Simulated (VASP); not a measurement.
# Si (P6_3/mmc) in VASP: further runs, part 2 of 2

VASP 6.6.1. Earlier steps stand in the parts before.

**3. Relaxation of shape and atoms at fixed volume, PBEsol (a relaxed cell with its volume scaled by 1.06)**

The input, INCAR:

```
PREC = Accurate
ENCUT = 600
EDIFF = 1E-7
ISMEAR = 1
SIGMA = 0.1
LREAL = F
LASPH = T
NELM = 80
ALGO = Fast
ISIF = 4
LWAVE = F
LCHARG = F
GGA = PS
IBRION = 2
NSW = 40
EDIFFG = -0.01
```

The input, KPOINTS:

```
regular mesh
0
Gamma
  18 18 8
```

The input, POSCAR:

```
Si                                      
1.0
    2.7222271187      0.0000000000      0.0000000000
   -1.3611135593      2.3575178397      0.0000000000
    0.0000000000      0.0000000000      4.6111027159
  Si            
     2
Direct
     0.3333333300000021    0.6666666699999979    0.2500000000000000
     0.6666666699999979    0.3333333300000021    0.7500000000000000
```

Potentials or basis: VASP PAW PBE potentials, release 64 (Si).

Started as:

```sh
cat potpaw_PBE.64/Si/POTCAR > POTCAR
mpirun -np 1 vasp_std > vasp.out
```

OUTCAR:

```text
PREC = Accurate
   ENCUT = 600
   EDIFF = 1E-7
   ISMEAR = 1
   LREAL = F
   LASPH = T
   NELM = 80
   ISIF = 4
   GGA = PS
   IBRION = 2
   NSW = 40
   EDIFFG = -0.01

 ion  position               nearest neighbor table
   1  0.333  0.667  0.250-   2 2.79   2 2.79   2 2.79   2 2.79   2 2.79   2 2.79
   2  0.667  0.333  0.750-   1 2.79   1 2.79   1 2.79   1 2.79   1 2.79   1 2.79

  LATTYP: Found a hexagonal cell.
 ALAT       =     2.7222271187
 C/A-ratio  =     1.6938714203

  Lattice vectors:

 A1 = (   2.7222271187,   0.0000000000,   0.0000000000)
 A2 = (  -1.3611135593,   2.3575178397,   0.0000000000)
 A3 = (   0.0000000000,   0.0000000000,   4.6111027159)

Analysis of symmetry for initial positions (statically):
=====================================================================
 Subroutine PRICEL returns:
 Original cell was already a primitive cell.

 Routine SETGRP: Setting up the symmetry group for a
 hexagonal supercell.

 Subroutine GETGRP returns: Found 24 space group operations
 (whereof 12 operations were pure point group operations)
 out of a pool of 24 trial point group operations.

The static configuration has the point symmetry D_3d.
 The point group associated with its full space group is D_6h.

Analysis of symmetry for dynamics (positions and initial velocities):
=====================================================================
 Subroutine PRICEL returns:
 Original cell was already a primitive cell.

 Routine SETGRP: Setting up the symmetry group for a
 hexagonal supercell.

 Subroutine GETGRP returns: Found 24 space group operations
 (whereof 12 operations were pure point group operations)
 out of a pool of 24 trial point group operations.

The dynamic configuration has the point symmetry D_3d.
 The point group associated with its full space group is D_6h.

 Subroutine INISYM returns: Found 24 space group operations
 (whereof 12 operations are pure point group operations),
 and found     1 'primitive' translations

[... 118 lines left out ...]
   LORBIT       =      0    0 simple, 1 ext, 2 COOP (PROOUT), +10 PAW based schemes
   GGA     = PS    functional components
   LHFCALC =     F    Hartree Fock is set to
   AEXX    =    0.0000 exact exchange contribution
   IVDW    =     0    specifies the selected vdW correction
   LEPSILON=     F    determine dielectric tensor
   LRPA    =     F    only Hartree local field effects (RPA)
 conjugate gradient relaxation of ions
 non-spin polarized calculation
 RMM-DIIS sequential band-by-band and
 Methfessel and Paxton  Order N= 1 SIGMA  =   0.10
  energy-cutoff  :      600.00
  volume of cell :       29.59
 maximum number of plane-waves:      1018
 NGX is ok and might be reduce to    24
   NGX = 11   NGY = 11   NGZ = 19

 number of electron       7.9999999 magnetization

 Free energy of the ion-electron system (eV)
  ---------------------------------------------------
  ext. energy  EPLUGINS =         0.00000000
  ---------------------------------------------------
  free energy    TOTEN  =       -10.72296712 eV

  energy without entropy =      -10.72307306  energy(sigma->0) =      -10.72300243

 E-fermi :   9.8355     XC(G=0): -11.1563

 val. band max:        9.7988680906   @ k =   0.3333   0.3333   0.0000
 cond. band min:       9.8431362391   @ k =   0.2222   0.0556   0.0000
 fundamental gap:      0.0442681486
 Fermi energy:         9.8354973152

 k-point     1 :       0.0000    0.0000    0.0000
  band No.  band energies     occupation
      1      -4.4241      2.00000
      2       1.7805      2.00000
      3       2.8598      2.00000
      4      18.3745      0.00000
      5      18.3745      0.00000
      6      19.7532      0.00000
      7      19.7546      0.00000
      8      19.9283      0.00000
[... 243 lines left out ...]
 k-point    24 :       0.3889    0.1111    0.0000
  band No.  band energies     occupation
      1       0.8886      2.00000
      2       3.7735      2.00000
      3       7.0001      2.00000
      4       7.8146      2.00000
      5       9.7172      2.07034
      6      10.6105     -0.00000
      7      10.9411     -0.00000
      8      16.0448      0.00000

 [... further k-points ...]
[... 5 lines left out ...]
  --------------------------------------------------------------------------------------
  -------------------------------------------------------------------------------------
  Total       -0.9153208     -0.9153208     -0.9096756     -0.0000000      0.0000000     -0.0000000
  in kB      -49.5564006    -49.5564006    -49.2507658     -0.0000000      0.0000000     -0.0000000
  external PRESSURE =     -49.4545223 kB  Pullay stress =       0.0000000 kB

 VOLUME and BASIS-vectors are now :
 -----------------------------------------------------------------------------
  energy-cutoff  :      600.00
  volume of cell :       29.59
      direct lattice vectors                 reciprocal lattice vectors
     2.722227119  0.000000000  0.000000000     0.367346278  0.212087472  0.000000000
    -1.361113559  2.357517840  0.000000000     0.000000000  0.424174945  0.000000000
     0.000000000  0.000000000  4.611102716     0.000000000  0.000000000  0.216867865

 POSITION                                       TOTAL-FORCE (eV/Angst)
 -----------------------------------------------------------------------------------
     -0.00000      1.57168      1.15278         0.000000      0.000000      0.000000
      1.36111      0.78584      3.45833        -0.000000     -0.000000      0.000000
 -----------------------------------------------------------------------------------
    total drift:                               -0.000000      0.000000      0.000000

  FREE ENERGIE OF THE ION-ELECTRON SYSTEM (eV)
  ---------------------------------------------------
  free  energy   TOTEN  =       -10.7229671162 eV

  energy  without entropy=      -10.7230730561  energy(sigma->0) =      -10.72300243

 reached required accuracy - stopping structural energy minimisation
```

CONTCAR:

```text
Si
   1.00000000000000
     2.7222271186999998    0.0000000000000000    0.0000000000000000
    -1.3611135593000001    2.3575178396999998    0.0000000000000000
     0.0000000000000000    0.0000000000000000    4.6111027159000004
  Si
     2
Direct
     0.3333333300000021    0.6666666699999979    0.2500000000000000
     0.6666666699999979    0.3333333300000021    0.7500000000000000

  0.00000000E+00  0.00000000E+00  0.00000000E+00
  0.00000000E+00  0.00000000E+00  0.00000000E+00
```

It took 25 s on 1 thread of Intel Xeon Platinum 8488C (Sapphire Rapids), shared host; peak memory 0.18 GiB.

What came out:

```yaml
Free_energy: -10.7230 eV
Pressure_after_relaxing: -4.9 GPa
Band_gap_on_the_k_mesh: none (metal or under the smearing width)
```

Final structure:
```yaml
crystal:
  lattice:
    - [2.72223, 0.00000, 0.00000]
    - [-1.36111, 2.35752, 0.00000]
    - [0.00000, 0.00000, 4.61110]
  atoms:
    - { symbol: Si, position: [0.33333, 0.66667, 0.25000] }
    - { symbol: Si, position: [0.66667, 0.33333, 0.75000] }
```

Caveat: the relaxation stopped at its first step, so nothing moved; the PAW data sets were made with another functional, which shifts forces and pressure a little.

**4. Relaxation of cell and atoms, LDA**

The input, INCAR:

```
SYSTEM = Si
PREC = Accurate
ENCUT = 600
EDIFF = 1E-6
ISMEAR = 1
SIGMA = 0.1
LREAL = .False.
LASPH = .True.
NELM = 80
ALGO = Normal
ISIF = 3
LWAVE = .False.
LCHARG = .False.
GGA = CA
IBRION = 2
NSW = 90
EDIFFG = -0.01
```

The input, KPOINTS:

```
regular mesh
0
Gamma
  18 18 8
  0 0 0
```

The input, POSCAR:

```
Si
1.0
    2.6655775094      0.0000000000      0.0000000000
   -1.3327887547      2.3084578389      0.0000000000
    0.0000000000      0.0000000000      4.5062692700
Si
2
Direct
    0.3333333300      0.6666666700      0.2500000000
    0.6666666700      0.3333333300      0.7500000000
```

Potentials or basis: VASP PAW LDA potentials, release 64 (Si).

Started as:

```sh
cat potpaw_LDA.64/Si/POTCAR > POTCAR
mpirun -np 1 vasp_std > vasp.out
```

Wall time 27 s (1 thread of Intel Xeon Platinum 8488C (Sapphire Rapids), shared host); peak memory 0.16 GiB.

It converged, with:

```
Free energy                            : -11.0866 eV
Relaxed volume                         : 13.79 Å³/atom
Relaxed cell                           : a = 2.658 Å, b = 2.658 Å, c = 4.507 Å, α = 90.00°, β = 90.00°, γ = 120.00°
Space group after relaxing (to 0.05 Å) : P6_3/mmc (No. 194)
Energy gained by relaxing              : 0.2 meV/atom
Ionic steps                            : 3
Pressure after relaxing                : 0.0 GPa
Band gap on the k mesh                 : none (metal or under the smearing width)
```

Step by step:
```
step  energy change (eV)  largest force (eV/Å)  pressure (GPa)  volume (Å³)
   1              0.0000                0.0000           -0.50        27.73
   2             -0.0004                0.0000            0.09        27.56
   3             -0.0004                0.0000            0.01        27.58
```

Final structure:
```xyz
2
Lattice="2.6583 0.0000 0.0000 -1.3291 2.3021 0.0000 0.0000 0.0000 4.5072" Properties=species:S:1:pos:R:3 pbc="T T T"
Si    0.0000    1.5348    1.1268
Si    1.3291    0.7674    3.3804
```

Levels at points of the mesh, in eV from the Fermi level:
```csv
k point,band 1,band 2,band 3,band 4,band 5,band 6,band 7,band 8
"(0.00, 0.00, 0.00)",-14.87,-8.29,-7.40,9.03,9.03,10.32,10.32,10.68
"(0.50, 0.00, 0.00)",-8.42,-7.85,-1.95,-1.67,-1.50,-0.10,3.76,5.96
"(0.00, 0.00, 0.50)",-13.10,-13.10,0.57,0.57,10.37,10.37,10.37,10.37
"(0.50, 0.00, 0.50)",-6.71,-6.71,-6.12,-6.12,5.28,5.28,5.79,5.79
```

**5. Relaxation of cell and atoms, LDA**

This run uses another cell than the first one, of 13.79 Å³/atom, 0.995 times its volume.

INCAR: that of step 4 with these lines changed.

```diff
@@ -3,3 +3,3 @@
 ENCUT = 600
-EDIFF = 1E-6
+EDIFF = 1E-7
 ISMEAR = 1
@@ -16,2 +16,2 @@
 NSW = 90
-EDIFFG = -0.01
+EDIFFG = -0.005
```

KPOINTS is that of step 4.

The input, POSCAR:

```
Si                                      
1.0
    2.6582683401      0.0000000000      0.0000000000
   -1.3291341701      2.3021279126     -0.0000000000
    0.0000000000     -0.0000000000      4.5072102686
  Si            
     2
Direct
     0.3333333300000021    0.6666666699999979    0.2500000000000000
     0.6666666699999979    0.3333333300000021    0.7500000000000000
```

Started as:

```sh
cat potpaw_LDA.64/Si/POTCAR > POTCAR
mpirun -np 1 vasp_std > vasp.out
```

It took 17 s on 1 thread of Intel Xeon Platinum 8488C (Sapphire Rapids), shared host; peak memory 0.15 GiB.

Results (log left out):

- Free energy: -11.0865 eV
- Pressure after relaxing: 0.0 GPa
- Band gap on the k mesh: none (metal or under the smearing width)

Final structure:
```yaml
crystal:
  lattice:
    - [2.65827, 0.00000, 0.00000]
    - [-1.32913, 2.30213, 0.00000]
    - [0.00000, 0.00000, 4.50721]
  atoms:
    - { symbol: Si, position: [0.33333, 0.66667, 0.25000] }
    - { symbol: Si, position: [0.66667, 0.33333, 0.75000] }
```

Levels at points of the mesh, in eV from the Fermi level:
```csv
k point,band 1,band 2,band 3,band 4,band 5,band 6,band 7,band 8
"(0.00, 0.00, 0.00)",-14.87,-8.29,-7.40,9.03,9.03,10.32,10.32,10.68
"(0.50, 0.00, 0.00)",-8.42,-7.85,-1.95,-1.67,-1.50,-0.10,3.76,5.96
"(0.00, 0.00, 0.50)",-13.10,-13.10,0.57,0.57,10.37,10.37,10.37,10.37
"(0.50, 0.00, 0.50)",-6.71,-6.71,-6.12,-6.12,5.28,5.28,5.79,5.79
```

Caveat: the relaxation stopped at its first step, so nothing moved.

**6. The runs side by side**

```csv
task,level,potentials or basis,cell,gap on the mesh (eV),pressure (GPa)
relaxation of shape and atoms at fixed volume,PBEsol,"VASP PAW PBE potentials, release 64 (Si)",atoms relaxed at fixed volume from: a relaxed cell with its volume scaled by 1.04,none,-3.5
relaxation of shape and atoms at fixed volume,PBEsol,"VASP PAW PBE potentials, release 64 (Si)",atoms relaxed at fixed volume from: a relaxed cell with its volume scaled by 1.06,none,-4.9
relaxation of cell and atoms,LDA,"VASP PAW LDA potentials, release 64 (Si)",relaxed,none,0.0
```

Alike in all rows: no spin polarisation; k mesh 18 × 18 × 8; cutoff (eV) 600; smearing methfessel-paxton 0.1 eV.

Caveats: the relaxation stopped at its first step, so nothing moved; the PAW data sets were made with another functional, which shifts forces and pressure a little (some runs).

Total energies depend on the potentials used, so only differences within one code and one set of settings carry meaning.
